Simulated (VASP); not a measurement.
# Mg2ZnO3 (I4/mmm) in VASP: single point with r2SCAN

Aim: the single point of Mg2ZnO3 with r2SCAN.

Everything below comes from runs of VASP 6.6.1. Logs are shortened: lines on timing, memory, paths and dates and some standing lists are left out, and cuts for length are marked.

## 1. Starting point

It takes space group I4/mmm (No. 139, tetragonal). The conventional cell has a = 3.029 Å, b = 3.029 Å, c = 12.819 Å, α = 90.00°, β = 90.00°, γ = 90.00°. Mg (site symmetry 4mm) has 6 O at 2.12 to 2.14 Å as nearest neighbours. Zn (site symmetry 4/mmm) has 6 O at 2.14 to 2.16 Å as nearest neighbours. Around O (site symmetry 4mm) lie 5 Mg at 2.13 to 2.14 Å and 1 Zn at 2.16 Å. O (site symmetry 4/mmm) is surrounded by 2 Mg at 2.12 Å and 4 Zn at 2.14 Å.

The cell was built by a generator and needn't be a form met in nature.

## 2. Single point, r2SCAN

INCAR

```
ALGO = Normal
EDIFF = 1E-6
ENCUT = 520
ISIF = 2
ISMEAR = 0
KPAR = 4
LASPH = T
LCHARG = F
LMIXTAU = T
LREAL = F
LWAVE = F
METAGGA = R2SCAN
NBANDS = 26
NELM = 150
PREC = Accurate
SIGMA = 0.03
```

KPOINTS

```
k-points
0
Gamma
  12 12 12
```

POSCAR

```
Mg2ZnO3
1.0
   -1.5144300000      1.5144300000      6.4097100000
    1.5144300000     -1.5144300000      6.4097100000
    1.5144300000      1.5144300000     -6.4097100000
Mg Zn O
2 1 3
Direct
    0.3343280000      0.3343280000      0.0000000000
    0.6656720000      0.6656720000      0.0000000000
    0.0000000000      0.0000000000      0.0000000000
    0.8314750000      0.8314750000      0.0000000000
    0.1685250000      0.1685250000      0.0000000000
    0.5000000000      0.5000000000      0.0000000000
```

Potentials or basis: VASP PAW PBE potentials, release 64 (Mg, Zn, O).

The run is started by

```
$ cat potpaw_PBE.64/Mg/POTCAR potpaw_PBE.64/Zn/POTCAR potpaw_PBE.64/O/POTCAR > POTCAR
$ mpirun -np 4 vasp_std > vasp.out
```

OUTCAR:

```text
EDIFF = 1E-6
   ENCUT = 520
   ISIF = 2
   ISMEAR = 0
   LASPH = T
   LREAL = F
   METAGGA = R2SCAN
   NELM = 150
   PREC = Accurate

 ion  position               nearest neighbor table
   1  0.334  0.334  0.000-   6 2.12   5 2.13   4 2.14   4 2.14   4 2.14   4 2.14   3 3.02   3 3.02
                             3 3.02   3 3.02   2 3.04   2 3.04   2 3.04   2 3.04
   2  0.666  0.666  0.000-   6 2.12   4 2.13   5 2.14   5 2.14   5 2.14   5 2.14   3 3.02   3 3.02
                             3 3.02   3 3.02   1 3.04   1 3.04   1 3.04   1 3.04
   3  0.000  0.000  0.000-   6 2.14   6 2.14   6 2.14   6 2.14   5 2.16   4 2.16   1 3.02   2 3.02
                             1 3.02   2 3.02   1 3.02   2 3.02   1 3.02   2 3.02
   4  0.831  0.831  0.000-   2 2.13   1 2.14   1 2.14   1 2.14   1 2.14   3 2.16
   5  0.169  0.169  0.000-   1 2.13   2 2.14   2 2.14   2 2.14   2 2.14   3 2.16
   6  0.500  0.500  0.000-   1 2.12   2 2.12   3 2.14   3 2.14   3 2.14   3 2.14

  LATTYP: Found a body centered tetragonal cell.
 ALAT       =     3.0288600000
 C/A-ratio  =     4.2324240803

  Lattice vectors:

 A1 = (  -1.5144300000,   1.5144300000,   6.4097100000)
 A2 = (   1.5144300000,  -1.5144300000,   6.4097100000)
 A3 = (   1.5144300000,   1.5144300000,  -6.4097100000)

Analysis of symmetry for initial positions (statically):
=====================================================================
 Subroutine PRICEL returns:
 Original cell was already a primitive cell.

 Routine SETGRP: Setting up the symmetry group for a
 body centered tetragonal supercell.

 Subroutine GETGRP returns: Found 16 space group operations
 (whereof 16 operations were pure point group operations)
 out of a pool of 16 trial point group operations.

The static configuration has the point symmetry D_4h.

Analysis of symmetry for dynamics (positions and initial velocities):
=====================================================================
 Subroutine PRICEL returns:
 Original cell was already a primitive cell.

 Routine SETGRP: Setting up the symmetry group for a
 body centered tetragonal supercell.

 Subroutine GETGRP returns: Found 16 space group operations
 (whereof 16 operations were pure point group operations)
 out of a pool of 16 trial point group operations.

The dynamic configuration has the point symmetry D_4h.

 Subroutine INISYM returns: Found 16 space group operations
[... 106 lines left out ...]
   LREAL  =      F    real-space projection
   EDIFFG = 0.1E-04   stopping-criterion for IOM
   NSW    =      0    number of steps for IOM
   IBRION =     -1    ionic relax: 0-MD 1-quasi-New 2-CG
   NFREE  =      0    steps in history (QN), initial steepest desc. (CG)
   ISIF   =      2    stress and relaxation
   ISYM   =      2    0-nonsym 1-usesym 2-fastsym
   POTIM  = 0.5000    time-step for ionic-motion
   TEBEG  =    0.0;   TEEND  =   0.0 temperature during run
   PSTRESS=    0.0 pullay stress
   NELECT =      34.0000    total number of electrons
   NUPDOWN=      -1.0000    fix difference up-down
   EMIN   =  10.00;   EMAX   =-10.00  energy-range for DOS
   EFERMI =   0.00;   METHOD = LEGACY
   ISMEAR =     0;   SIGMA  =   0.03  broadening in eV -4-tet -1-fermi 0-gaus
   EFERMI_NEDOS =   21; number of points for ismear=-14 and -15
   IALGO  =     38    algorithm
   IMIX   =      4    mixing-type and parameters
     AMIX     =   0.40;   BMIX     =  1.00
     AMIX_MAG =   1.60;   BMIX_MAG =  1.00
  volume/ion in A,a.u.               =       9.80        66.14
  Fermi-wavevector in a.u.,A,eV,Ry     =   1.363857  2.577316 25.308282  1.860106
  Thomas-Fermi vector in A             =   2.490224
   LORBIT       =      0    0 simple, 1 ext, 2 COOP (PROOUT), +10 PAW based schemes
   METAGGA = R2SCAN    functional components
   LHFCALC =     F    Hartree Fock is set to
   AEXX    =    0.0000 exact exchange contribution
   IVDW    =     0    specifies the selected vdW correction
   LEPSILON=     F    determine dielectric tensor
   LRPA    =     F    only Hartree local field effects (RPA)
 non-spin polarized calculation
 Gauss-broadening in eV      SIGMA  =   0.03
  energy-cutoff  :      520.00
  volume of cell :       58.80
 maximum number of plane-waves:      1604
   NGX = 25   NGY = 25   NGZ = 25

 number of electron      33.9999995 magnetization

 Free energy of the ion-electron system (eV)
  ---------------------------------------------------
  ext. energy  EPLUGINS =         0.00000000
  ---------------------------------------------------
  free energy    TOTEN  =       -50.24058000 eV

  energy without entropy =      -50.24058000  energy(sigma->0) =      -50.24058000

 E-fermi :   3.1261     XC(G=0): -11.9258

 val. band max:        2.9112328098   @ k =   0.5000  -0.0000   0.0000
 cond. band min:       5.8350487870   @ k =   0.0000   0.0000   0.0000
 fundamental gap:      2.9238159772
 Fermi energy:         3.1261205968

 k-point     1 :       0.0000    0.0000    0.0000
  band No.  band energies     occupation
      1     -16.1245      2.00000
      2     -15.1628      2.00000
      3     -14.8505      2.00000
      4      -2.6880      2.00000
      5      -2.1524      2.00000
      6      -1.7619      2.00000
[... 685 lines left out ...]
     25      16.2651      0.00000
     26      16.8524      0.00000

 [... further k-points ...]

------------------------ aborting loop because EDIFF is reached ----------------------------------------

  FORCE on cell =-STRESS in cart. coord.  units (eV):
  Direction    XX          YY          ZZ          XY          YZ          ZX
  --------------------------------------------------------------------------------------
  -------------------------------------------------------------------------------------
  Total       -2.3249725     -2.3249725     -2.3534281      0.0000000      0.0000000      0.0000000
  in kB      -63.3478116    -63.3478116    -64.1231327      0.0000000      0.0000000      0.0000000
  external PRESSURE =     -63.6062519 kB  Pullay stress =       0.0000000 kB

 VOLUME and BASIS-vectors are now :
 -----------------------------------------------------------------------------
  energy-cutoff  :      520.00
  volume of cell :       58.80
      direct lattice vectors                 reciprocal lattice vectors
    -1.514430000  1.514430000  6.409710000     0.000000000  0.330157221  0.078006649
     1.514430000 -1.514430000  6.409710000     0.330157221  0.000000000  0.078006649
     1.514430000  1.514430000 -6.409710000     0.330157221  0.330157221  0.000000000

 POSITION                                       TOTAL-FORCE (eV/Angst)
 -----------------------------------------------------------------------------------
      0.00000      0.00000      4.28589         0.000000      0.000000     -0.036182
      0.00000      0.00000      8.53353         0.000000      0.000000      0.036182
      0.00000      0.00000      0.00000        -0.000000     -0.000000     -0.000000
      0.00000      0.00000     10.65903        -0.000000     -0.000000      0.065959
      0.00000      0.00000      2.16039        -0.000000     -0.000000     -0.065959
      0.00000      0.00000      6.40971        -0.000000     -0.000000     -0.000000
 -----------------------------------------------------------------------------------
    total drift:                               -0.000000     -0.000000     -0.000000

  FREE ENERGIE OF THE ION-ELECTRON SYSTEM (eV)
  ---------------------------------------------------
  free  energy   TOTEN  =       -50.2405800039 eV

  energy  without entropy=      -50.2405800039  energy(sigma->0) =      -50.24058000
```

stdout:

```text
POSCAR found type information on POSCAR MgZnO
 POSCAR found :  3 types and       6 ions
 scaLAPACK will be used
 -----------------------------------------------------------------------------
|                                                                             |
|                                                                             |
|     You enforced a specific xc type in the INCAR file but a different       |
|     I HOPE YOU KNOW WHAT YOU ARE DOING!                                     |
|                                                                             |
 -----------------------------------------------------------------------------

 LDA part: xc-table for (None), standard interpolation
 POSCAR, INCAR and KPOINTS ok, starting setup
 FFT: planning ... GRIDC
 FFT: planning ... GRID_SOFT
 FFT: planning ... GRID
 WAVECAR not read
 entering main loop
```

Run time: 9.9 min. Hardware: 4 MPI ranks of Intel Xeon 6975P-C (Granite Rapids), shared host; peak memory 0.56 GiB.

Results:

```
Free energy            : -50.2406 eV
Pressure               : -6.4 GPa
Largest force          : 0.066 eV/Å
Band gap on the k mesh : 2.92 eV, indirect (least direct gap 3.84 eV)
```

Forces in eV/Å, atoms in the order of the input:
```
Mg   0.000  0.000 -0.036
Mg   0.000  0.000  0.036
Zn   0.000  0.000  0.000
O    0.000  0.000  0.066
O    0.000  0.000 -0.066
O    0.000  0.000  0.000
```

Levels at points of the mesh, in eV from the valence-band top:
```csv
k point,band 14,band 15,band 16,band 17,band 18,band 19,band 20,band 21
"(0.00, 0.00, 0.00)",-1.74,-0.97,-0.92,-0.92,2.92,7.56,8.84,10.09
"(0.50, 0.00, 0.00)",-1.45,-1.33,-0.59,0.00,6.97,7.97,8.18,10.54
"(0.50, 0.50, 0.00)",-2.55,-2.32,-2.26,-2.04,6.06,10.07,10.34,10.47
"(0.50, 0.50, 0.50)",-1.47,-1.47,-1.04,-1.04,4.30,6.15,8.71,9.79
```

Caveat: the PAW data sets were made with another functional, which shifts forces and pressure a little. r2SCAN opens gaps a little over a GGA but as a rule still falls short of measured ones.
